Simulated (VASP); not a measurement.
Input of a VASP 6.6.1 run:

File INCAR:

```
PREC = Accurate ; ENCUT = 520
EDIFF = 1E-7 ; ISMEAR = 0
SIGMA = 0.1 ; LREAL = F
LASPH = T ; NELM = 100
ALGO = Normal ; ISIF = 2
LWAVE = F ; LCHARG = F
GGA = PE ; NBANDS = 27
```

The input KPOINTS:

```
Automatic mesh
0
Gamma
  4 4 4
```

POSCAR

```
KTaO3
1.0
    3.9948813700      0.0000000000      0.0000000000
    0.0000000000      3.9948813700      0.0000000000
    0.0000000000      0.0000000000      3.9948813700
K Ta O
1 1 3
Direct
    0.5000000000      0.5000000000      0.5000000000
    0.0000000000      0.0000000000      0.0000000000
    0.0000000000      0.5000000000      0.0000000000
    0.0000000000      0.0000000000      0.5000000000
    0.5000000000      0.0000000000      0.0000000000
```

Potentials or basis: VASP PAW PBE potentials, release 64 (K_sv, Ta_pv, O).

The run is started by

```bash
$ cat potpaw_PBE.64/K_sv/POTCAR potpaw_PBE.64/Ta_pv/POTCAR potpaw_PBE.64/O/POTCAR > POTCAR
$ mpirun -np 1 vasp_std > vasp.out
```

**Question.** Estimate the band gap on the k mesh.

**Answer.** 2.15 eV, indirect (least direct gap 2.77 eV).

**Question.** What does it give for the pressure?

**Answer.** 5.1 GPa.

Caveat: spin-orbit coupling is left out, which moves the levels of the heavy elements. A k mesh can miss the band edges.
